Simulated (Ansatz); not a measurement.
MgO (CsCl type) (r2SCAN geometry), in Ansatz:

```yaml
crystal:
  lattice:
    - [2.62335, 0.00000, 0.00000]
    - [0.00000, 2.62335, 0.00000]
    - [0.00000, 0.00000, 2.62335]
  atoms:
    - { symbol: Mg, position: [0.00000, 0.00000, 0.00000] }
    - { symbol: O, position: [0.50000, 0.50000, 0.50000] }
```

G0W0@PBE with 67 empty bands, a screening cutoff of 140 eV and a 6×6×6 mesh (PAW, contour deformation) gives 4.467 eV over the mesh points, from a PBE gap of 2.637 eV; it sums over 75 bands with 81 plane waves in the screening and a wave cutoff of 420 eV. The G0W0 figures hold for the stated bands, cutoff and mesh and aren't extrapolated. No spin polarisation. The prototype was imposed, so other structures may be more stable.

(1) Estimate the gap with starting point r2SCAN.

(2) Estimate the gap with potentials of the kind norm-conserving.

Answers

(1) 4.929 eV (+0.462 eV), from a Kohn-Sham gap of 3.489 eV.

(2) 4.460 eV (-0.007 eV), from a Kohn-Sham gap of 2.641 eV.
